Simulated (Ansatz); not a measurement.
LiF:

```xyz
2
Lattice="2.5595 0.0000 0.0000 0.0000 2.5595 0.0000 0.0000 0.0000 2.5595" Properties=species:S:1:pos:R:3 pbc="T T T"
F     1.2798    1.2798    1.2798
Li    0.0000    0.0000    0.0000
```

Measurements of this composition are mostly on another form, of space group No. 225.

```yaml
Program: Ansatz 0.2.0
Task: relaxation of cell and atoms
Functional: PBEsol
Potentials_or_basis: all-electron LAPW, scalar-relativistic
Basis_error_allowed: 0.001 eV/atom
k_mesh: 10 × 10 × 10
Occupations: fermi-dirac, width 0.05 eV
Spin: no spin polarisation
```

At the start: volume 8.38 Å³/atom.

Task: Where does the relaxation end?

Result: Over 5 steps the energy falls by 3.5 meV/atom and the volume is 8.02 Å³/atom (-4.3 %); space group Pm-3m (No. 221, to 0.05 Å).

Step by step:
| step | energy change (eV) | largest force (eV/Å) | volume (Å³) |
| --- | --- | --- | --- |
| 1 | 0.0000 | 0.0000 | 16.77 |
| 2 | -0.0042 | 0.0000 | 16.50 |
| 3 | -0.0069 | 0.0000 | 16.01 |
| 4 | -0.0070 | 0.0000 | 16.04 |
| 5 | -0.0070 | 0.0000 | 16.04 |

Final structure:
```cif
data_structure
_symmetry_space_group_name_H-M 'P 1'
_symmetry_Int_Tables_number 1
_cell_length_a 2.5220
_cell_length_b 2.5220
_cell_length_c 2.5220
_cell_angle_alpha 90.000
_cell_angle_beta 90.000
_cell_angle_gamma 90.000
_cell_volume 16.04
loop_
_atom_site_label
_atom_site_type_symbol
_atom_site_fract_x
_atom_site_fract_y
_atom_site_fract_z
_atom_site_occupancy
F1 F 0.50000 0.50000 0.50000 1
Li1 Li 0.00000 0.00000 0.00000 1
```
